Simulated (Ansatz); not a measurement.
Sn at several levels of theory

One geometry, relaxed with PBE+D3(BJ), and single points on it; plane waves with PAW potentials in Ansatz, scalar-relativistic unless the row names spin-orbit coupling. No spin polarisation. Meshes are on the primitive cell of 1 atom. Gaps are the least over mesh and band path; pressure is positive in compression. Smearing is Gaussian, 0.10 eV. Rows that don't name D3 lack it, which shows in their pressure.

```cif
data_structure
_symmetry_space_group_name_H-M 'P 1'
_symmetry_Int_Tables_number 1
_cell_length_a 3.2946
_cell_length_b 3.2946
_cell_length_c 3.2946
_cell_angle_alpha 115.650
_cell_angle_beta 115.642
_cell_angle_gamma 97.723
_cell_volume 26.69
loop_
_atom_site_label
_atom_site_type_symbol
_atom_site_fract_x
_atom_site_fract_y
_atom_site_fract_z
_atom_site_occupancy
Sn1 Sn 0.00000 0.00000 0.00000 1
```

| level | cutoff (eV) | k mesh | gap (eV) | pressure (GPa) | rough cost with bands (core-min) |
| --- | --- | --- | --- | --- | --- |
| PBE+D3(BJ) | 420 | 16×16×16 | 0 | 0.0 | 0.7 |

**Question.** What do r2SCAN, PBE+D3(BJ) with spin-orbit coupling, LDA give on the same cell?

**Answer.**
| level | cutoff (eV) | k mesh | gap (eV) | pressure (GPa) | rough cost with bands (core-min) |
| --- | --- | --- | --- | --- | --- |
| r2SCAN | 500 | 16×16×16 | 0 | 1.0 | 1.1 |
| PBE+D3(BJ) with spin-orbit coupling | 420 | 16×16×16 | 0 | 0.0 | 1.3 |
| LDA | 420 | 16×16×16 | 0 | -1.9 | 0.7 |

This form isn't the element's structure at ambient conditions.